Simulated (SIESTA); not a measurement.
Crystal: Pb.

```
CELL_PARAMETERS angstrom
0.00000 3.43900 3.43900
3.43900 0.00000 3.43900
3.43900 3.43900 0.00000
ATOMIC_POSITIONS crystal
Pb 0.25000 0.25000 0.25000
Pb 0.00000 0.00000 0.00000
```

This isn't the form of Pb at room conditions, which is fcc.

| Item | Value |
| --- | --- |
| Program | SIESTA 5.4.2 |
| Task | relaxation of cell and atoms |
| Functional | PBE |
| Potentials or basis | PseudoDojo 0.4 standard (PBE files) |
| Basis | DZP (energy shift 0.003 Ry; two zetas on semicore shells) |
| Grid cutoff | 500 Ry |
| Energy shift | 0.003 Ry |
| k mesh | 5 × 5 × 5 |
| Occupations | fermi-dirac, width 0.05 eV |
| Spin | no spin polarisation |

At the start: pressure 3.0 GPa; volume 40.67 Å³/atom.

**Question.** Where does the relaxation end?

**Answer.** Over 5 steps the energy falls by 34.6 meV/atom and the volume is 44.70 Å³/atom (+9.9 %); space group Fd-3m (No. 227, to 0.05 Å).

Step by step:
```csv
step,energy change (eV),largest force (eV/Å),pressure (GPa),volume (Å³)
1,0.0000,0.0001,3.03,81.34
2,-0.0417,0.0002,1.78,84.19
3,-0.0690,0.0002,0.13,88.89
4,-0.0515,0.0002,-1.18,94.17
5,-0.0692,0.0003,0.01,89.39
```

Final structure:
```
CELL_PARAMETERS angstrom
0.00025 3.54901 3.54901
3.54901 0.00025 3.54901
3.54901 3.54901 0.00025
ATOMIC_POSITIONS crystal
Pb 0.24999 0.24999 0.24999
Pb 0.00001 0.00001 0.00001
```

Caveat: the basis of atomic orbitals isn't converged, which shifts pressures, moduli and gaps.
